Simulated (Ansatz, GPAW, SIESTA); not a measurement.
TiAl3: 3 runs at one level of theory

```
Ti Al
1.0
     3.95567    0.00000    0.00000
     0.00000    3.95567    0.00000
     0.00000    0.00000    3.95567
Ti Al
1 3
Direct
  0.00000 0.00000 0.00000
  0.00000 0.50000 0.50000
  0.50000 0.00000 0.50000
  0.50000 0.50000 0.00000
```

The cell comes from a database or a generator and needn't be the stable form of this composition.

Alike in all runs: task single point; functional PBEsol; k mesh 7 × 7 × 7; occupations fermi-dirac, width 0.05 eV; no spin polarisation; no spin-orbit coupling. Pressure is positive in compression and, in plane waves, holds the error of the finite cutoff.

```tsv
program and potentials	plane-wave cutoff (eV)	notes	pressure (GPa)
GPAW, PAW data sets generated for this functional	600	-	-0.46
Ansatz, all-electron LAPW, scalar-relativistic	-	-	-0.64
SIESTA, files PseudoDojo sr-pbesol-0.4.1-standard, DZP (energy shift 0.003 Ry; two zetas on semicore shells)	-	atomic basis	-0.10
```

The pressure spans -0.64 (Ansatz, all-electron LAPW, scalar-relativistic) to -0.10 GPa (SIESTA, files PseudoDojo sr-pbesol-0.4.1-standard, DZP (energy shift 0.003 Ry; two zetas on semicore shells)), with all-electron results at -0.64. Rows in atomic bases carry the error of their basis and grid, which can be large.

Differences between rows come from potentials, basis sets and numerical settings, since the functional is the same but for its coding. Runs on potential files found faulty are left out.
